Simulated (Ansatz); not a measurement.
The system is Re.

```
Re
1.0
     2.76080    0.00000    0.00000
    -1.38040    2.39092    0.00000
     0.00000    0.00000    4.45820
Re
2
Direct
  0.66667 0.33333 0.75000
  0.33333 0.66667 0.25000
```

| Quantity | Value |
| --- | --- |
| Program | Ansatz 0.2.0 |
| Task | relaxation of cell and atoms |
| Functional | PBE0 |
| Potentials or basis | Ansatz PAW |
| Cutoff | 420 eV (not typed: the program's choice for these potentials) |
| k mesh | 6 × 6 × 3 |
| Occupations | fermi-dirac, width 0.05 eV |
| Spin | no spin polarisation |

At the start: volume 14.71 Å³/atom.

Task: Where does the relaxation end?

Result: It ends after 5 steps and the volume is 14.54 Å³/atom (-1.2 %); space group P6_3/mmc (No. 194, to 0.05 Å).

Step by step:
```
step  energy change (eV)  largest force (eV/Å)  volume (Å³)
   1              0.0000                0.0000        29.43
   2             -0.0118                0.0000        29.13
   3             -0.0125                0.0000        29.08
   4             -0.0125                0.0000        29.08
   5             -0.0120                0.0000        29.08
```

Final structure:
```xyz
2
Lattice="2.7606 0.0000 0.0000 -1.3803 2.3908 0.0000 0.0000 0.0000 4.4067" Properties=species:S:1:pos:R:3 pbc="T T T"
Re    1.3803    0.7969    3.3050
Re    0.0000    1.5939    1.1017
```

Caveat: the k mesh is coarse (spacing up to 0.47 Å⁻¹), so the values aren't converged, least of all with exact exchange; the plane-wave basis is chosen anew once the cell has moved, so the energies of steps on either side of that aren't comparable; the PAW data sets come from PBE, with cores solved anew for the run's functional, which leaves a small shift of forces and pressure.
